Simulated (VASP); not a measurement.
Write the native input for VASP 6.6.1 that does the following.

* Task: band structure
* Functional: PBE
* Potentials or basis: VASP PAW PBE potentials, release 64 (Hf_pv)
* Cutoff: 520 eV
* k mesh: 10 × 10 × 5
* Occupations: fermi-dirac, width 0.05 eV
* Spin: no spin polarisation
* Further INCAR settings: ALGO = Fast; EDIFF = 1e-07

The structure of Hf lies in POSCAR:

```
Hf
1.0
    3.1967000000      0.0000000000      0.0000000000
   -1.5983500000      2.7684234083      0.0000000000
    0.0000000000      0.0000000000      5.0578000000
Hf
2
Direct
    0.6666666667      0.3333333333      0.7500000000
    0.3333333333      0.6666666667      0.2500000000
```

The input as run:

INCAR

```
  ALGO = Fast
  EDIFF = 1E-7
  ENCUT = 520
  GGA = PE
  ISIF = 2
  ISMEAR = -1
  LASPH = T
  LCHARG = F
  LMAXMIX = 4
  LREAL = F
  LWAVE = F
  NELM = 80
  PREC = Accurate
  SIGMA = 0.05
```

KPOINTS

```
k-points
0
Gamma
  10 10 5
```

KPOINTS_OPT

```
path GMKGALHA,LM,KH
10
line-mode
reciprocal
 0.0000000000  0.0000000000  0.0000000000  G
 0.5000000000  0.0000000000  0.0000000000  M

 0.5000000000  0.0000000000  0.0000000000  M
 0.3333333333  0.3333333333  0.0000000000  K

 0.3333333333  0.3333333333  0.0000000000  K
 0.0000000000  0.0000000000  0.0000000000  G

 0.0000000000  0.0000000000  0.0000000000  G
 0.0000000000  0.0000000000  0.5000000000  A

 0.0000000000  0.0000000000  0.5000000000  A
 0.5000000000  0.0000000000  0.5000000000  L

 0.5000000000  0.0000000000  0.5000000000  L
 0.3333333333  0.3333333333  0.5000000000  H

 0.3333333333  0.3333333333  0.5000000000  H
 0.0000000000  0.0000000000  0.5000000000  A

 0.5000000000  0.0000000000  0.5000000000  L
 0.5000000000  0.0000000000  0.0000000000  M

 0.3333333333  0.3333333333  0.0000000000  K
 0.3333333333  0.3333333333  0.5000000000  H
```

Potentials or basis: VASP PAW PBE potentials, release 64 (Hf_pv).

The run is started by

```bash
$ cat potpaw_PBE.64/Hf_pv/POTCAR > POTCAR
$ mpirun -np 1 vasp_std > vasp.out
```

It gave:

The pressure is 0.2 GPa and the band gap along the path is none (metal or under the smearing width).

Caveat: spin-orbit coupling is left out, which moves the levels of the heavy elements.

Run time: 100 s on 1 thread of AMD EPYC 7571, on a shared host, peak memory 0.15 GiB.
